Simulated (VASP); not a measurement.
## Ti: single point with PBEsol

The system is Ti.

```
Ti
1.0
     0.00000    1.99955    2.03000
     2.06045    0.00000    2.03000
     2.06045    1.99955    0.00000
Ti
1
Cartesian
  0.0000 0.0000 0.0000
```

The cell isn't the ideal one: strain +0.0150 x Voigt [1, -1, 0, 0, 0, 0], atoms carried along.

```json
{
  "Program": "VASP 6.6.1",
  "Task": "single point",
  "Functional": "PBEsol",
  "Potentials or basis": "VASP PAW PBE potentials, release 64 (Ti_sv)",
  "Cutoff": "520 eV",
  "k mesh": "20 × 20 × 20",
  "Occupations": "gaussian, width 0.15 eV",
  "Spin": "no spin polarisation",
  "Dipole correction": "no",
  "Further INCAR settings": "ALGO = Fast; EDIFF = 1e-06; NBANDS = 12"
}
```

```
Pressure               : -0.5 GPa
Band gap on the k mesh : none (metal or under the smearing width)
```

Stress tensor (GPa, compression positive):
```
-1.08  0.00  0.00
 0.00 -0.02  0.00
 0.00  0.00 -0.55
```

Levels at points of the mesh, in eV from the Fermi level:
| k point | band 4 | band 5 | band 6 | band 7 | band 8 | band 9 |
| --- | --- | --- | --- | --- | --- | --- |
| (0.00, 0.00, 0.00) | -32.32 | -6.18 | 0.78 | 0.91 | 1.03 | 2.48 |
| (0.50, 0.00, 0.00) | -32.40 | -2.68 | 0.65 | 0.74 | 0.89 | 3.71 |
| (0.50, 0.50, 0.00) | -32.57 | -2.72 | -1.81 | 3.01 | 3.73 | 3.96 |
| (0.50, 0.00, 0.50) | -32.60 | -2.71 | -1.85 | 3.31 | 3.73 | 4.01 |
| (0.00, 0.50, 0.50) | -32.56 | -2.72 | -1.78 | 2.74 | 3.75 | 4.01 |

Wall time 4.6 min on 1 thread of AMD EPYC 9R45 (Zen 5), with other jobs on the host, peak memory 0.29 GiB.

Caveat: the PAW data sets were made with another functional, which shifts forces and pressure a little.
